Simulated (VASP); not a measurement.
# MoS2 (R3m) in VASP: a series of runs

Runs on MoS2. Level: PBE. Tasks: single point, relaxation of cell and atoms.

Everything below comes from runs of VASP 6.6.1. Logs are shortened: lines on timing, memory, paths and dates and some standing lists are left out, and cuts for length are marked.

## Step 1: Starting point

Symmetry: R3m, No. 160, trigonal system. The conventional cell has a = 3.185 Å, b = 3.185 Å, c = 22.223 Å, α = 90.00°, β = 90.00°, γ = 120.00°. Mo (site symmetry 3m) has 6 S at 2.41 Å as nearest neighbours. S (site symmetry 3m) has 3 Mo at 2.41 Å as nearest neighbours. Around S (site symmetry 3m) lie 3 Mo at 2.41 Å.

Measurements of this composition are mostly on another form, of space group No. 194.

## Step 2: Single point, PBE

The input, INCAR:

```
SYSTEM = MoS2
PREC     = Accurate       ! precision mode
ENCUT    = 520            ! plane-wave cutoff, eV
EDIFF    = 1E-7           ! SCF threshold, eV
ISMEAR   = 1              ! smearing method
SIGMA    = 0.15           ! smearing width, eV
LREAL    = .False.        ! projectors in reciprocal space
LASPH    = .True.         ! aspherical terms in the spheres
NELM     = 100            ! most SCF steps
ALGO     = Fast           ! electronic algorithm
ISIF     = 2              ! what is computed and relaxed
LWAVE    = .False.        ! write WAVECAR
LCHARG   = .False.        ! write CHGCAR
GGA      = PE             ! functional
NBANDS   = 20             ! bands
```

The input, KPOINTS:

```
regular mesh
0
Gamma
  7 7 7
  0 0 0
```

The input, POSCAR:

```
MoS2
1.0
    1.5926155166      0.9194969992      7.4076425260
   -1.5926155166      0.9194969992      7.4076425260
    0.0000000000     -1.8389939924      7.4076425267
Mo S
1 2
Direct
    0.0001107620      0.0001107620      0.0001107620
    0.2631338418      0.2631338418      0.2631338418
    0.4037553962      0.4037553962      0.4037553962
```

Potentials or basis: VASP PAW PBE potentials, release 64 (Mo_sv, S).

Launch:

```sh
$ cat potpaw_PBE.64/Mo_sv/POTCAR potpaw_PBE.64/S/POTCAR > POTCAR
$ mpirun -np 1 vasp_std > vasp.out
```

OUTCAR:

```text
SYSTEM = MoS2
   PREC = Accurate
   ENCUT = 520
   EDIFF = 1E-7
   ISMEAR = 1
   LREAL = .False.
   LASPH = .True.
   NELM = 100
   ISIF = 2
   GGA = PE

 ion  position               nearest neighbor table
   1  0.000  0.000  0.000-   2 2.41   2 2.41   2 2.41   3 2.41   3 2.41   3 2.41
   2  0.263  0.263  0.263-   1 2.41   1 2.41   1 2.41
   3  0.404  0.404  0.404-   1 2.41   1 2.41   1 2.41

  LATTYP: Found a trigonal (rhomboedric) cell.
 ALAT       =     7.6325006851
 COS(alpha) =     0.9129200488

  Lattice vectors:

 A1 = (   1.5926155166,   0.9194969992,   7.4076425260)
 A2 = (  -1.5926155166,   0.9194969992,   7.4076425260)
 A3 = (   0.0000000000,  -1.8389939924,   7.4076425267)

Analysis of symmetry for initial positions (statically):
=====================================================================
 Subroutine PRICEL returns:
 Original cell was already a primitive cell.

 Routine SETGRP: Setting up the symmetry group for a
 trigonal (rhombohedral) supercell.

 Subroutine GETGRP returns: Found  6 space group operations
 (whereof  6 operations were pure point group operations)
 out of a pool of 12 trial point group operations.

The static configuration has the point symmetry C_3v.

Analysis of symmetry for dynamics (positions and initial velocities):
=====================================================================
 Subroutine PRICEL returns:
 Original cell was already a primitive cell.

 Routine SETGRP: Setting up the symmetry group for a
 trigonal (rhombohedral) supercell.

 Subroutine GETGRP returns: Found  6 space group operations
 (whereof  6 operations were pure point group operations)
 out of a pool of 12 trial point group operations.

The dynamic configuration has the point symmetry C_3v.

 Subroutine INISYM returns: Found  6 space group operations
 (whereof  6 operations are pure point group operations),
 and found     1 'primitive' translations

----------------------------------------------------------------------------------------

                                     Primitive cell

  volume of cell :      65.0867

  direct lattice vectors                    reciprocal lattice vectors
     1.592615517  0.919496999  7.407642526     0.313948969  0.181258522  0.044998572
    -1.592615517  0.919496999  7.407642526    -0.313948969  0.181258522  0.044998572
     0.000000000 -1.838993992  7.407642527     0.000000000 -0.362517044  0.044998572

  length of vectors
     7.632500685  7.632500685  7.632500685     0.365299163  0.365299163  0.365299163

  position of ions in fractional coordinates (direct lattice)
     0.000110762  0.000110762  0.000110762
     0.263133842  0.263133842  0.263133842
     0.403755396  0.403755396  0.403755396

  ion indices of the primitive-cell ions
   primitive index   ion index
                 1           1
                 2           2
                 3           3

----------------------------------------------------------------------------------------

 KPOINTS: regular mesh

Automatic generation of k-mesh.
 Grid dimensions read from file:
 generate k-points for:    7    7    7

 Generating k-lattice:

  Cartesian coordinates                     Fractional coordinates (reciprocal lattice)
     0.044849853  0.025894075  0.006428367     0.142857143  0.000000000  0.000000000
    -0.044849853  0.025894075  0.006428367     0.000000000  0.142857143  0.000000000
     0.000000000 -0.051788149  0.006428367    -0.000000000 -0.000000000  0.142857143

  Length of vectors
     0.052185595  0.052185595  0.052185595

  Shift w.r.t. Gamma in fractional coordinates (k-lattice)
     0.000000000  0.000000000  0.000000000

 Subroutine IBZKPT returns following result:
 ===========================================

 Found     44 irreducible k-points:

 Following reciprocal coordinates:
            Coordinates               Weight
  0.000000  0.000000  0.000000      1.000000
  0.142857 -0.000000  0.000000      6.000000
  0.285714  0.000000  0.000000      6.000000
  0.428571  0.000000  0.000000      6.000000
  0.142857  0.142857  0.000000      6.000000
  0.285714  0.142857 -0.000000     12.000000
[... 16 lines left out ...]
  0.285714  0.285714  0.142857      6.000000
  0.428571  0.285714  0.142857     12.000000
 [... further k-points ...]
   k-points           NKPTS =     44   k-points in BZ     NKDIM =     44   number of bands    NBANDS=     20
   number of dos      NEDOS =    301   number of ions     NIONS =      3
   total plane-waves  NPLWV = 216000
   dimension x,y,z NGX =    60 NGY =   60 NGZ =   60
   dimension x,y,z NGXF=   120 NGYF=  120 NGZF=  120
   ions per type =               1   2
   NGX,Y,Z   is equivalent  to a cutoff of  13.07, 13.07, 13.07 a.u.
   NGXF,Y,Z  is equivalent  to a cutoff of  26.14, 26.14, 26.14 a.u.
 SYSTEM =  MoS2
   PREC   = accura    normal or accurate (medium, high low for compatibility)
   ISTART =      0    job   : 0-new  1-cont  2-samecut
   ICHARG =      2    charge: 1-file 2-atom 10-const
   ISPIN  =      1    spin polarized calculation?
   LNONCOLLINEAR =      F non collinear calculations
   LSORBIT =      F    spin-orbit coupling
   LASPH  =      T    aspherical Exc in radial PAW
   ENCUT  =  520.0 eV  38.22 Ry    6.18 a.u.  14.19 14.19 14.19*2*pi/ulx,y,z
   NELM   =    100;   NELMIN=  2; NELMDL= -5     # of ELM steps
   EDIFF  = 0.1E-06   stopping-criterion for ELM
   LREAL  =      F    real-space projection
   EDIFFG = 0.1E-05   stopping-criterion for IOM
   NSW    =      0    number of steps for IOM
   IBRION =     -1    ionic relax: 0-MD 1-quasi-New 2-CG
   NFREE  =      0    steps in history (QN), initial steepest desc. (CG)
   ISIF   =      2    stress and relaxation
   ISYM   =      2    0-nonsym 1-usesym 2-fastsym
   POTIM  = 0.5000    time-step for ionic-motion
   TEBEG  =    0.0;   TEEND  =   0.0 temperature during run
   PSTRESS=    0.0 pullay stress
   NELECT =      26.0000    total number of electrons
   NUPDOWN=      -1.0000    fix difference up-down
   EMIN   =  10.00;   EMAX   =-10.00  energy-range for DOS
   EFERMI =   0.00;   METHOD = LEGACY
   ISMEAR =     1;   SIGMA  =   0.15  broadening in eV -4-tet -1-fermi 0-gaus
   EFERMI_NEDOS =   21; number of points for ismear=-14 and -15
   IALGO  =     68    algorithm
   IMIX   =      4    mixing-type and parameters
     AMIX     =   0.40;   BMIX     =  1.00
     AMIX_MAG =   1.60;   BMIX_MAG =  1.00
  volume/ion in A,a.u.               =      21.70       146.41
  Fermi-wavevector in a.u.,A,eV,Ry     =   1.205688  2.278421 19.778581  1.453685
  Thomas-Fermi vector in A             =   2.341378
   LORBIT       =      0    0 simple, 1 ext, 2 COOP (PROOUT), +10 PAW based schemes
   GGA     = PE    functional components
   LHFCALC =     F    Hartree Fock is set to
   AEXX    =    0.0000 exact exchange contribution
   IVDW    =     0    specifies the selected vdW correction
   LEPSILON=     F    determine dielectric tensor
   LRPA    =     F    only Hartree local field effects (RPA)
 non-spin polarized calculation
 RMM-DIIS sequential band-by-band and
 Methfessel and Paxton  Order N= 1 SIGMA  =   0.15
  energy-cutoff  :      520.00
  volume of cell :       65.09
 maximum number of plane-waves:      1766
 NGX is ok and might be reduce to    60
   NGX = 29   NGY = 29   NGZ = 29

 number of electron      25.9999999 magnetization

 Free energy of the ion-electron system (eV)
  ---------------------------------------------------
  ext. energy  EPLUGINS =         0.00000000
  ---------------------------------------------------
  free energy    TOTEN  =       -21.85778632 eV

  energy without entropy =      -21.85791489  energy(sigma->0) =      -21.85782918

 E-fermi :   4.8742     XC(G=0):  -9.4361

 val. band max:        4.7673299678   @ k =   0.4286   0.4286   0.4286
 cond. band min:       6.4495437598   @ k =  -0.1429   0.1429   0.0000
 fundamental gap:      1.6822137920
 Fermi energy:         4.8741584829

 k-point     1 :       0.0000    0.0000    0.0000
  band No.  band energies     occupation
      1     -56.2937      2.00000
      2     -30.4303      2.00000
      3     -30.2299      2.00000
      4     -30.2299      2.00000
      5      -9.4964      2.00000
      6      -8.1707      2.00000
[... 12 lines left out ...]
     19      11.5649      0.00000
     20      13.6056      0.00000

 k-point     2 :       0.1429   -0.0000    0.0000
  band No.  band energies     occupation
      1     -56.2867      2.00000
      2     -30.4165      2.00000
      3     -30.3006      2.00000
      4     -30.2460      2.00000
      5      -9.2038      2.00000
      6      -8.0529      2.00000
[... 12 lines left out ...]
     19      12.4027      0.00000
     20      14.6139      0.00000

 k-point     3 :       0.2857    0.0000    0.0000
  band No.  band energies     occupation
      1     -56.2711      2.00000
      2     -30.4566      2.00000
      3     -30.3853      2.00000
      4     -30.2821      2.00000
      5      -8.4668      2.00000
      6      -7.7596      2.00000
[... 12 lines left out ...]
     19      13.0567      0.00000
     20      13.3800      0.00000

 k-point     4 :       0.4286    0.0000    0.0000
  band No.  band energies     occupation
      1     -56.2585      2.00000
      2     -30.5790      2.00000
      3     -30.3602      2.00000
      4     -30.3108      2.00000
      5      -7.7497      2.00000
      6      -7.4859      2.00000
[... 12 lines left out ...]
     19      12.2495      0.00000
     20      12.6786      0.00000

 k-point     5 :       0.1429    0.1429    0.0000
  band No.  band energies     occupation
      1     -56.2867      2.00000
      2     -30.4165      2.00000
      3     -30.3006      2.00000
      4     -30.2460      2.00000
      5      -9.2025      2.00000
      6      -8.0551      2.00000
[... 12 lines left out ...]
     19      12.3945      0.00000
     20      14.6182      0.00000

 k-point     6 :       0.2857    0.1429   -0.0000
  band No.  band energies     occupation
      1     -56.2754      2.00000
      2     -30.4038      2.00000
      3     -30.3940      2.00000
      4     -30.2822      2.00000
      5      -8.6836      2.00000
      6      -7.8475      2.00000
[... 12 lines left out ...]
     19      13.7341      0.00000
     20      14.2537      0.00000

 k-point     7 :       0.4286    0.1429    0.0000
  band No.  band energies     occupation
      1     -56.2613      2.00000
      2     -30.5228      2.00000
      3     -30.3658      2.00000
      4     -30.3346      2.00000
      5      -7.9308      2.00000
      6      -7.5444      2.00000
[... 12 lines left out ...]
     19      12.6974      0.00000
     20      13.7185      0.00000
[... 277 lines left out ...]
 k-point    20 :      -0.4286    0.1429    0.1429
  band No.  band energies     occupation
      1     -56.2585      2.00000
      2     -30.5790      2.00000
      3     -30.3602      2.00000
      4     -30.3108      2.00000
      5      -7.7463      2.00000
      6      -7.4898      2.00000
[... 12 lines left out ...]
     19      12.3018      0.00000
     20      12.8353      0.00000

 k-point    21 :      -0.2857    0.1429    0.1429
  band No.  band energies     occupation
      1     -56.2585      2.00000
      2     -30.5790      2.00000
      3     -30.3602      2.00000
      4     -30.3108      2.00000
      5      -7.7502      2.00000
      6      -7.4854      2.00000
[... 12 lines left out ...]
     19      12.4200      0.00000
     20      12.5841      0.00000

 k-point    22 :      -0.1429    0.1429    0.1429
  band No.  band energies     occupation
      1     -56.2711      2.00000
      2     -30.4566      2.00000
      3     -30.3853      2.00000
      4     -30.2821      2.00000
      5      -8.4677      2.00000
      6      -7.7584      2.00000
[... 12 lines left out ...]
     19      13.1010      0.00000
     20      13.3775      0.00000

 k-point    23 :       0.2857    0.2857    0.1429
  band No.  band energies     occupation
      1     -56.2867      2.00000
      2     -30.4165      2.00000
      3     -30.3006      2.00000
      4     -30.2460      2.00000
      5      -9.1952      2.00000
      6      -8.0675      2.00000
[... 12 lines left out ...]
     19      12.3357      0.00000
     20      14.6555      0.00000

 k-point    24 :       0.4286    0.2857    0.1429
  band No.  band energies     occupation
      1     -56.2754      2.00000
      2     -30.4038      2.00000
      3     -30.3940      2.00000
      4     -30.2822      2.00000
      5      -8.6760      2.00000
      6      -7.8586      2.00000
[... 12 lines left out ...]
     19      13.6377      0.00000
     20      14.2135      0.00000

 [... further k-points ...]

------------------------ aborting loop because EDIFF is reached ----------------------------------------

  FORCE on cell =-STRESS in cart. coord.  units (eV):
  Direction    XX          YY          ZZ          XY          YZ          ZX
  --------------------------------------------------------------------------------------
  -------------------------------------------------------------------------------------
  Total       -0.0387509     -0.0387509     -0.0547468      0.0000000     -0.0000000      0.0000000
  in kB       -0.9538942     -0.9538942     -1.3476500      0.0000000     -0.0000000      0.0000000
  external PRESSURE =      -1.0851462 kB  Pullay stress =       0.0000000 kB

 VOLUME and BASIS-vectors are now :
 -----------------------------------------------------------------------------
  energy-cutoff  :      520.00
  volume of cell :       65.09
      direct lattice vectors                 reciprocal lattice vectors
     1.592615517  0.919496999  7.407642526     0.313948969  0.181258522  0.044998572
    -1.592615517  0.919496999  7.407642526    -0.313948969  0.181258522  0.044998572
     0.000000000 -1.838993992  7.407642527     0.000000000 -0.362517044  0.044998572

 POSITION                                       TOTAL-FORCE (eV/Angst)
 -----------------------------------------------------------------------------------
      0.00000      0.00000      0.00246         0.000000     -0.000000     -0.000012
      0.00000      0.00000      5.84760         0.000000      0.000000      0.011767
      0.00000      0.00000      8.97263         0.000000     -0.000000     -0.011755
 -----------------------------------------------------------------------------------
    total drift:                               -0.000000     -0.000000      0.000037

  FREE ENERGIE OF THE ION-ELECTRON SYSTEM (eV)
  ---------------------------------------------------
  free  energy   TOTEN  =       -21.8577863216 eV

  energy  without entropy=      -21.8579148939  energy(sigma->0) =      -21.85782918
```

Run time: 3.9 min. Hardware: 1 thread of AMD EPYC 9R45 (Zen 5), shared host; peak memory 0.44 GiB.

What came out:

```
Free energy            : -21.8578 eV
Pressure               : -0.1 GPa
Largest force          : 0.012 eV/Å
Band gap on the k mesh : 1.68 eV, indirect (least direct gap 2.14 eV)
```

Forces on the atoms (eV/Å):
```
Mo   0.000  0.000  0.000
S    0.000  0.000  0.012
S    0.000  0.000 -0.012
```

Levels at points of the mesh, in eV from the valence-band top:
```
           k point  band 9  band 10  band 11  band 12  band 13  band 14  band 15  band 16  band 17  band 18
(0.00, 0.00, 0.00)   -2.79    -1.69    -1.69    -1.66    -0.38     2.56     2.56     2.82     2.82     5.66
```

Caveat: an odd mesh through Γ misses points on the zone boundary, where band edges often lie.

[end of part 1 of 2]
